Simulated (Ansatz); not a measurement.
**As under changes of volume**

One of the cells (19.764 Å³/atom); the others are scaled copies at fixed shape and fractional positions:

```
As
1.0
     2.70368    0.00000    0.00000
     0.00000    2.70368    0.00000
     0.00000    0.00000    2.70368
As
1
Direct
  0.50000 0.50000 0.50000
```

This isn't the form of As at room conditions, which is rhombohedral.

- Program: Ansatz 0.2.0
- Functional: PBEsol
- Potentials or basis: all-electron LAPW, scalar-relativistic
- Cutoff: 237 eV (chosen from the basis error)
- Basis error allowed: 0.001 eV/atom
- k mesh: 10 × 10 × 10
- Occupations: fermi-dirac, width 0.05 eV
- Spin: no spin polarisation

```csv
volume (Å³/atom),energy over the lowest point (meV/atom),pressure (GPa)
18.578,11.03,4.4
18.973,2.94,2.2
19.368,0.00,0.2
19.764,1.65,-1.5
20.159,7.44,-3.1
20.554,?,?
20.949,29.92,-5.9
```

Problem. What does the run at 20.554 Å³/atom give?

Solution. Energy over the lowest point 16.98 meV/atom; pressure -4.6 GPa.

Worked out: A Birch-Murnaghan fit of order 3 (a polynomial in V^(-2/3)) to the other rows has its minimum at 19.42 Å³/atom with B0 = V·E''(V) = 91 GPa and B' = 4.1. It gives 17.00 meV/atom at 20.554 Å³/atom, against the run's 16.98, and -dE/dV = -4.6 GPa, against -4.6.

Energies are extrapolated to zero smearing.
